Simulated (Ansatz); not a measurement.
The system is Si2Mo.

```
CELL_PARAMETERS angstrom
4.58547 0.00000 0.00000
-2.29274 3.97113 0.00000
0.00000 0.00000 6.57976
ATOMIC_POSITIONS crystal
Mo 0.50000 0.50000 0.83333
Mo 0.00000 0.50000 0.16667
Mo 0.50000 0.00000 0.50000
Si 0.16387 0.32775 0.50000
Si 0.67225 0.83613 0.16667
Si 0.83613 0.16387 0.83333
Si 0.83613 0.67225 0.50000
Si 0.32775 0.16387 0.16667
Si 0.16387 0.83613 0.83333
```

Measurements of this composition are mostly on another form, of space group No. 139.

Program: Ansatz 0.2.0. Alike in all runs: task band structure; potentials or basis Ansatz PAW; no spin polarisation; cell as given; k mesh 7 × 7 × 4; cutoff (eV) 420; smearing fermi-dirac 0.05 eV.

**Question.** Order these runs on this cell by their pressure, lowest first.
A. level RPBE
B. level LDA
C. level PBEsol

**Answer.** B (-4.9 GPa), C (-1.5 GPa), A (6.2 GPa).

Caveats: the PAW data sets come from PBE, with cores solved anew for the run's functional, which leaves a small shift of forces and pressure.
